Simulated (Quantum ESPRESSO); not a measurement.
# Thickness dependence of 2H-MoS2, part 5 of 8

What does each added layer of 2H-MoS2 bring in screening, and what does it do to the gap?

Quantum ESPRESSO 7.5; plane-wave DFT, PBE, GBRV ultrasoft pseudopotentials.

So far. Step 7 (Potential by pp.x, 1 layer): The slope in the vacuum is 0.100 eV/Å for an applied 0.10 V/Å, as it should be. Step 8 (Band structure, 1 layer: no field): Along this path the valence top lies at K and the conduction bottom at K.

## Step 10: SCF with pw.x, 1 layer: spin-orbit coupling

Spin-orbit coupling needs fully relativistic files and spinor wave functions.

Level of this step: plane-wave DFT, PBE, PseudoDojo fully relativistic norm-conserving pseudopotentials (Quantum ESPRESSO 7.5).

Contents of n1.soc.in:

```
&control
  prefix = 'n1.soc'
  outdir = './out'
  pseudo_dir = './pseudo'
  calculation = 'scf'
  tprnfor = .true.
/
&system
  ibrav = 0
  nat = 3
  ntyp = 2
  ecutwfc = 72
  ecutrho = 288
  occupations = 'smearing'
  smearing = 'fd'
  degauss = 0.004
  noncolin = .true.
  lspinorb = .true.
  nbnd = 34
/
&electrons
  conv_thr = 1e-07
  mixing_beta = 0.4
  electron_maxstep = 120
  mixing_mode = 'local-TF'
/
ATOMIC_SPECIES
  S   32.0600  S.dojo-fr-pbe-0.4-standard.upf
  Mo  95.9500  Mo.dojo-fr-pbe-0.4-standard.upf
CELL_PARAMETERS angstrom
  3.15437013900000 0.00000000000000 0.00000000000000
  -1.57718506900000 2.73176467300000 0.00000000000000
  0.00000000000000 0.00000000000000 20.26259773800000
ATOMIC_POSITIONS crystal
  S   0.333333333300 0.666666666700 0.422719210600
  Mo  0.000000000000 0.000000000000 0.500000000000
  S   0.333333333300 0.666666666700 0.577280789400
K_POINTS automatic
  12 12 1 0 0 0
```

Started as:

```sh
$ OMP_NUM_THREADS=1 mpirun -n 4 pw.x -nk 4 -in n1.soc.in > n1.soc.out
```

The program printed:

```text
[banner, memory and clock lines left out]
Program PWSCF v.7.5 starts
[citation notice left out]

[...]
Message from routine setup:
[...]
bravais-lattice index     =            0
     lattice parameter (alat)  =       5.9609  a.u.
     unit-cell volume          =    1178.2777 (a.u.)^3
     number of atoms/cell      =            3
     number of atomic types    =            2
     number of electrons       =        26.00
     number of Kohn-Sham states=           34
     kinetic-energy cutoff     =      72.0000  Ry
     charge density cutoff     =     288.0000  Ry
     scf convergence threshold =      1.0E-07
     mixing beta               =       0.4000
     number of iterations used =            8  local-TF  mixing
     Exchange-correlation= PBE
                           (   1   4   3   4   0   0   0)
     Non magnetic calculation with spin-orbit

[...]
PseudoPot. # 1 for S  read from file:
     ./pseudo/S.dojo-fr-pbe-0.4-standard.upf
     Pseudo is Norm-conserving + core correction, Zval =  6.0
     Generated using ONCVPSP code by D. R. Hamann
     Using radial grid of 1146 points, 10 beta functions with:
                l(1) =   0
                l(2) =   0
                l(3) =   1
                l(4) =   1
                l(5) =   1
                l(6) =   1
                l(7) =   2
                l(8) =   2
                l(9) =   2
               l(10) =   2

     PseudoPot. # 2 for Mo read from file:
     ./pseudo/Mo.dojo-fr-pbe-0.4-standard.upf
     Pseudo is Norm-conserving + core correction, Zval = 14.0
     Generated using ONCVPSP code by D. R. Hamann
     Using radial grid of 1640 points, 10 beta functions with:
                l(1) =   0
                l(2) =   0
                l(3) =   1
                l(4) =   1
                l(5) =   1
                l(6) =   1
                l(7) =   2
                l(8) =   2
                l(9) =   2
               l(10) =   2

     atomic species   valence    mass     pseudopotential
     S                 6.00    32.06000     S ( 1.00)
     Mo               14.00    95.95000     Mo( 1.00)

     12 Sym. Ops. (no inversion) found

[...]
number of k points=    19  Fermi-Dirac smearing, width (Ry)=  0.0040
[...]
Dense  grid:    97089 G-vectors     FFT dimensions: (  36,  36, 216)

     Initial potential from superposition of free atoms

     starting charge      25.9985, renormalised to      26.0000

     negative rho (up, down):  4.656E-05 0.000E+00
     Starting wfcs are   36 randomized atomic wfcs

     per-process dynamical memory:   194.4 Mb

     Self-consistent Calculation

     iteration #  1     ecut=    72.00 Ry     beta= 0.40
     Davidson diagonalization with overlap
     ethr =  1.00E-02,  avg # of iterations =  3.1

     negative rho (up, down):  1.038E-05 0.000E+00

     total energy              =    -184.88203164 Ry
     estimated scf accuracy    <       0.42627876 Ry

     iteration #  2     ecut=    72.00 Ry     beta= 0.40
[...]
total energy              =    -184.87138143 Ry
     estimated scf accuracy    <       0.11021201 Ry

     iteration #  3     ecut=    72.00 Ry     beta= 0.40
[...]
total energy              =    -184.88655518 Ry
     estimated scf accuracy    <       0.02110521 Ry

     iteration #  4     ecut=    72.00 Ry     beta= 0.40
[...]
total energy              =    -184.88576076 Ry
     estimated scf accuracy    <       0.01079729 Ry

     iteration #  5     ecut=    72.00 Ry     beta= 0.40
[...]
total energy              =    -184.88725382 Ry
     estimated scf accuracy    <       0.00120274 Ry

     iteration #  6     ecut=    72.00 Ry     beta= 0.40
[...]
total energy              =    -184.88688309 Ry
     estimated scf accuracy    <       0.00230249 Ry

[...]
iteration # 11     ecut=    72.00 Ry     beta= 0.40
[...]
negative rho (up, down):  4.429E-05 0.000E+00

[...]
total energy              =    -184.88724920 Ry
     estimated scf accuracy    <       0.00002543 Ry

     iteration # 12     ecut=    72.00 Ry     beta= 0.40
[...]
negative rho (up, down):  1.752E-05 0.000E+00

[...]
total energy              =    -184.88725266 Ry
     estimated scf accuracy    <       0.00000098 Ry

     iteration # 13     ecut=    72.00 Ry     beta= 0.40
[...]
negative rho (up, down):  3.432E-05 0.000E+00

[...]
total energy              =    -184.88725283 Ry
     estimated scf accuracy    <       0.00000013 Ry

     iteration # 14     ecut=    72.00 Ry     beta= 0.40
[...]
End of self-consistent calculation

          k = 0.0000 0.0000 0.0000 ( 11995 PWs)   bands (ev):

   -61.7465 -61.7465 -37.4742 -37.4742 -35.0539 -35.0539 -34.8816 -34.8816
   -15.1068 -15.1068 -13.7946 -13.7946  -6.6209  -6.6209  -3.5530  -3.5530
    -3.4868  -3.4868  -2.7799  -2.7799  -2.4343  -2.4343  -2.3489  -2.3489
    -1.0040  -1.0040   1.8637   1.8637   1.9433   1.9433   2.1491   2.1491
     2.1516   2.1516

          k = 0.0000 0.0962 0.0000 ( 12060 PWs)   bands (ev):

   -61.7437 -61.7437 -37.4816 -37.4816 -35.0572 -35.0572 -34.8999 -34.8999
   -15.0006 -15.0006 -13.7504 -13.7504  -6.4999  -6.4999  -3.7574  -3.7574
    -3.4084  -3.4084  -3.2366  -3.2366  -2.5611  -2.5611  -2.0968  -2.0968
    -1.0486  -1.0486   1.7575   1.7575   1.8541   1.8541   2.0221   2.0221
     2.1040   2.1040

[...]
the Fermi energy is    -0.0267 ev

!    total energy              =    -184.88725292 Ry
     estimated scf accuracy    <       0.00000008 Ry
     smearing contrib. (-TS)   =      -0.00000000 Ry
     internal energy E=F+TS    =    -184.88725292 Ry

     The total energy is F=E-TS. E is the sum of the following terms:
     one-electron contribution =   -1156.43618250 Ry
     hartree contribution      =     578.61952615 Ry
     xc contribution           =     -33.38091562 Ry
     ewald contribution        =     426.31031905 Ry

     convergence has been achieved in  14 iterations

     Forces acting on atoms (cartesian axes, Ry/au):

     atom    1 type  1   force =     0.00000000   -0.00000000   -0.00580135
     atom    2 type  2   force =     0.00000000    0.00000000    0.00000000
     atom    3 type  1   force =     0.00000000    0.00000000    0.00580135

     Total force =     0.008204     Total SCF correction =     0.000075

[...]
```

It took 4.3 min on 4 MPI ranks of Intel Xeon Platinum 8259CL at 2.50GHz (Skylake/Cascade Lake), shared host; peak memory 1.3 GiB.

Numbers from this step:

```
free energy                          : -2515.5192 eV
Fermi energy                         : -0.0267 eV
valence top, on the run's zero       : -0.8604 eV
conduction bottom, on the run's zero : 0.8375 eV
gap by band count                    : 1.698 eV
```

## Step 11: Potential by pp.x, 1 layer

Contents of n1.soc.pot.in:

```
&inputpp
  prefix = 'n1.soc'
  outdir = './out'
  filplot = 'n1.soc.pot.dat'
  plot_num = 11
/
```

Started as:

```sh
$ OMP_NUM_THREADS=1 mpirun -n 4 pp.x -in n1.soc.pot.in > n1.soc.pot.out
```

The program printed:

```text
[banner, memory and clock lines left out]
Program POST-PROC v.7.5 starts
[citation notice left out]

[...]
./out/n1.soc.save/

[...]
Calling punch_plot, plot_num =  11
     Writing data to file  n1.soc.pot.dat
     Message from routine chdens:
     namelist plot not found or invalid, exiting
```

Run time: 2.1 s. Hardware: 4 MPI ranks; peak memory 0.21 GiB; 7.4 s of CPU time.

Read from the output:

* potential in the middle of the vacuum, over the valence top: 5.844 eV

Electrostatic potential energy of an electron; zero at the highest filled level of the SCF mesh. The potential energy, planar mean by z:

z (Å), potential energy, planar mean (eV) and a bar from the least value:
```
      0.0        5.8 ##############################
      0.5        5.8 ##############################
      1.0        5.8 ##############################
      1.5        5.8 ##############################
      2.0        5.8 ##############################
      2.5        5.8 ##############################
      3.0        5.8 ##############################
      3.5        5.8 ##############################
      4.0        5.8 ##############################
      4.5        5.8 ##############################
      5.0        5.8 ##############################
      5.5        5.8 ##############################
      6.0        5.8 ##############################
      6.5        5.8 ##############################
      7.0        5.5 ##############################
      7.5        4.0 ############################
      8.0       -2.5 #######################
      8.5      -13.3 ##############
      9.0       -8.3 ##################
      9.5       -8.8 ##################
     10.0      -30.1 
     10.5      -19.4 #########
     11.0       -5.8 ####################
     11.5      -12.4 ###############
     12.0       -9.3 #################
     12.5        1.7 ###########################
     13.0        5.0 #############################
     13.5        5.7 ##############################
     14.0        5.8 ##############################
     14.5        5.8 ##############################
     15.0        5.8 ##############################
     15.5        5.8 ##############################
     16.0        5.8 ##############################
     16.5        5.8 ##############################
     17.0        5.8 ##############################
     17.5        5.8 ##############################
     18.0        5.8 ##############################
     18.5        5.8 ##############################
     19.0        5.8 ##############################
     19.5        5.8 ##############################
     20.0        5.8 ##############################
```

## Step 12: Bands along a path, 1 layer: spin-orbit coupling

Contents of n1.soc.bands.in:

```
&control
  prefix = 'n1.soc.bands'
  outdir = './out'
  pseudo_dir = './pseudo'
  calculation = 'bands'
/
&system
  ibrav = 0
  nat = 3
  ntyp = 2
  ecutwfc = 72
  ecutrho = 288
  occupations = 'smearing'
  smearing = 'fd'
  degauss = 0.004
  noncolin = .true.
  lspinorb = .true.
  nbnd = 34
/
&electrons
  conv_thr = 1e-07
  mixing_beta = 0.4
  electron_maxstep = 120
  mixing_mode = 'local-TF'
/
ATOMIC_SPECIES
  S   32.0600  S.dojo-fr-pbe-0.4-standard.upf
  Mo  95.9500  Mo.dojo-fr-pbe-0.4-standard.upf
CELL_PARAMETERS angstrom
  3.15437013900000 0.00000000000000 0.00000000000000
  -1.57718506900000 2.73176467300000 0.00000000000000
  0.00000000000000 0.00000000000000 20.26259773800000
ATOMIC_POSITIONS crystal
  S   0.333333333300 0.666666666700 0.422719210600
  Mo  0.000000000000 0.000000000000 0.500000000000
  S   0.333333333300 0.666666666700 0.577280789400
K_POINTS crystal_b
4
  0.0000000000 0.0000000000 0.0000000000 12
  0.5000000000 0.0000000000 0.0000000000 12
  0.3333333333 0.3333333333 0.0000000000 12
  0.0000000000 0.0000000000 0.0000000000 1
```

Started as:

```sh
$ cp -r out/n1.soc.save out/n1.soc.bands.save
$ cp out/n1.soc.xml out/n1.soc.bands.xml
$ OMP_NUM_THREADS=1 mpirun -n 4 pw.x -nk 4 -in n1.soc.bands.in > n1.soc.bands.out
```

The program printed:

```text
[banner, memory and clock lines left out]
Program PWSCF v.7.5 starts
[citation notice left out]

[...]
Message from routine setup:
[...]
bravais-lattice index     =            0
     lattice parameter (alat)  =       5.9609  a.u.
     unit-cell volume          =    1178.2777 (a.u.)^3
     number of atoms/cell      =            3
     number of atomic types    =            2
     number of electrons       =        26.00
     number of Kohn-Sham states=           34
     kinetic-energy cutoff     =      72.0000  Ry
     charge density cutoff     =     288.0000  Ry
     Exchange-correlation= PBE
                           (   1   4   3   4   0   0   0)
     Non magnetic calculation with spin-orbit

[...]
PseudoPot. # 1 for S  read from file:
     ./pseudo/S.dojo-fr-pbe-0.4-standard.upf
     Pseudo is Norm-conserving + core correction, Zval =  6.0
     Generated using ONCVPSP code by D. R. Hamann
     Using radial grid of 1146 points, 10 beta functions with:
                l(1) =   0
                l(2) =   0
                l(3) =   1
                l(4) =   1
                l(5) =   1
                l(6) =   1
                l(7) =   2
                l(8) =   2
                l(9) =   2
               l(10) =   2

     PseudoPot. # 2 for Mo read from file:
     ./pseudo/Mo.dojo-fr-pbe-0.4-standard.upf
     Pseudo is Norm-conserving + core correction, Zval = 14.0
     Generated using ONCVPSP code by D. R. Hamann
     Using radial grid of 1640 points, 10 beta functions with:
                l(1) =   0
                l(2) =   0
                l(3) =   1
                l(4) =   1
                l(5) =   1
                l(6) =   1
                l(7) =   2
                l(8) =   2
                l(9) =   2
               l(10) =   2

     atomic species   valence    mass     pseudopotential
     S                 6.00    32.06000     S ( 1.00)
     Mo               14.00    95.95000     Mo( 1.00)

     12 Sym. Ops. (no inversion) found

[...]
number of k points=    37  Fermi-Dirac smearing, width (Ry)=  0.0040
[...]
Dense  grid:    97089 G-vectors     FFT dimensions: (  36,  36, 216)

     The potential is recalculated from file :
     ./out/n1.soc.bands.save/charge-density

     Starting wfcs are   36 randomized atomic wfcs

     Band Structure Calculation
     Davidson diagonalization with overlap

     ethr =  3.85E-10,  avg # of iterations = 25.0

     End of band structure calculation

          k = 0.0000 0.0000 0.0000 ( 11995 PWs)   bands (ev):

   -61.7510 -61.7510 -37.4783 -37.4783 -35.0578 -35.0578 -34.8856 -34.8856
   -15.1067 -15.1067 -13.7944 -13.7944  -6.6216  -6.6216  -3.5546  -3.5546
    -3.4882  -3.4882  -2.7797  -2.7797  -2.4356  -2.4356  -2.3502  -2.3502
    -1.0057  -1.0057   1.8627   1.8627   1.9423   1.9423   2.1482   2.1482
     2.1508   2.1508

          k = 0.0417 0.0241 0.0000 ( 12022 PWs)   bands (ev):

   -61.7502 -61.7502 -37.4802 -37.4802 -35.0586 -35.0586 -34.8904 -34.8904
   -15.0799 -15.0799 -13.7832 -13.7832  -6.5906  -6.5906  -3.5939  -3.5939
    -3.4828  -3.4828  -2.9461  -2.9461  -2.4437  -2.4437  -2.2590  -2.2590
    -1.0152  -1.0152   1.8453   1.8453   1.9606   1.9606   2.0684   2.0684
     2.1195   2.1195

[...]
```

Elapsed: 3.3 min, on 4 MPI ranks; peak memory 0.78 GiB; 13 min of CPU time.

Numbers from this step:

| Item | Value |
| --- | --- |
| valence top, on the run's zero | -0.8625 eV |
| conduction bottom, on the run's zero | 0.8350 eV |

Band numbers count within the set of bands kept for display. Electronic bands along the path, in eV, zero at the highest filled level of the SCF mesh; v1 is the highest filled band, c1 the lowest empty one:

```
  point     v4     v3     v2     v1    c1    c2    c3    c4
      Γ  -1.49  -1.49  -0.15  -0.15  2.72  2.72  2.80  2.80
halfway  -1.42  -1.42  -0.83  -0.83  2.09  2.09  2.34  2.34
      M  -0.99  -0.99  -0.71  -0.71  2.26  2.26  2.78  2.78
halfway  -2.01  -2.00  -0.43  -0.32  2.13  2.18  2.98  3.13
      K  -2.29  -2.26  -0.15   0.00  1.70  1.70  2.95  2.98
halfway  -1.14  -1.11  -0.91  -0.83  1.82  1.89  2.45  2.47
      Γ  -1.49  -1.49  -0.15  -0.15  2.72  2.72  2.80  2.80
```

Along this path the valence top lies at K and the conduction bottom at K.

[end of part 5 of 8]

[Logs are printed without paths, hosts, clocks, repeated set-up lines and the standing remarks that a program may print on its own settings, such as how far it seeks lower states.]

[Hosts, paths, dates, database ids (printed as entryN), source tags and the programs' standing remarks are cut or masked in the printed files.]

[Maps of the electrostatic potential energy from Ansatz leave out the sawtooth potential of an applied field or a dipole correction, so their vacuum need not be flat; planar profiles and work functions include it.]
